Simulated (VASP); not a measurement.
**Cu under changes of volume**

One of the cells (11.356 Å³/atom); the others are scaled copies at fixed shape and fractional positions:

```
CELL_PARAMETERS angstrom
0.00000 1.78404 1.78404
1.78404 0.00000 1.78404
1.78404 1.78404 0.00000
ATOMIC_POSITIONS crystal
Cu 0.00000 0.00000 0.00000
```

| Property | Result |
| --- | --- |
| Program | VASP 6.6.1 |
| Functional | PBEsol |
| Potentials or basis | VASP PAW PBE potentials, release 64 (Cu) |
| Cutoff | 520 eV |
| k mesh | 12 × 12 × 12 |
| Occupations | fermi-dirac, width 0.05 eV |
| Spin | no spin polarisation |

| volume (Å³/atom) | energy over the lowest point (meV/atom) | pressure (GPa) |
| --- | --- | --- |
| 10.902 | 10.40 | 7.5 |
| 11.129 | ? | ? |
| 11.356 | 0.00 | 0.0 |
| 11.584 | 2.17 | -3.1 |
| 11.811 | 8.51 | -5.8 |

Question: What does the run at 11.129 Å³/atom give?

Answer: Energy over the lowest point 2.53 meV/atom; pressure 3.5 GPa.

Worked out: A Birch-Murnaghan fit of order 2 (a polynomial in V^(-2/3)) to the other rows has its minimum at 11.36 Å³/atom with B0 = V·E''(V) = 165 GPa. It gives 2.61 meV/atom at 11.129 Å³/atom, against the run's 2.53, and -dE/dV = 3.6 GPa, against 3.5.

Energies are extrapolated to zero smearing.

Caveats: the PAW data sets were made with another functional, which shifts forces and pressure a little.
